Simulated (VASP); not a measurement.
Input of a VASP 6.6.1 run:

The input INCAR:

```
SYSTEM = MnSi
  PREC = Accurate
  ENCUT = 600
  EDIFF = 1E-6
  ISMEAR = 1
  SIGMA = 0.1
  LREAL = .FALSE.
  LASPH = .TRUE.
  NELM = 150
  ALGO = Normal
  ISIF = 3
  LWAVE = .FALSE.
  LCHARG = .FALSE.
  ISPIN = 2
  MAGMOM = 3.5 3.5 3.5 -3.5 0 0 0 0
  LORBIT = 11
  LMAXMIX = 4
  GGA = PE
  IBRION = 2
  NSW = 90
  EDIFFG = -0.01
  AMIX = 0.2
  BMIX = 1E-4
  AMIX_MAG = 0.8
  BMIX_MAG = 1E-4
  KPAR = 4
```

KPOINTS

```
Automatic mesh
0
G
  8 8 8
  0 0 0
```

The input POSCAR:

```
MnSi
1.0
    4.5480000000      0.0000000000      0.0000000000
    0.0000000000      4.5480000000      0.0000000000
    0.0000000000      0.0000000000      4.5480000000
Mn Si
4 4
Direct
    0.1380000000      0.1380000000      0.1380000000
    0.3620000000      0.8620000000      0.6380000000
    0.6380000000      0.3620000000      0.8620000000
    0.8620000000      0.6380000000      0.3620000000
    0.8460000000      0.8460000000      0.8460000000
    0.6540000000      0.1540000000      0.3460000000
    0.3460000000      0.6540000000      0.1540000000
    0.1540000000      0.3460000000      0.6540000000
```

Potentials or basis: VASP PAW PBE potentials, release 64 (Mn_pv, Si).

Command:

```sh
$ cat potpaw_PBE.64/Mn_pv/POTCAR potpaw_PBE.64/Si/POTCAR > POTCAR
$ mpirun -np 4 vasp_std > vasp.out
```

(1) What does it give for the relaxed volume?

(2) Predict the space group after relaxing (to 0.05 Å).

Answers

(1) 11.52 Å³/atom.

(2) P2_13 (No. 198).
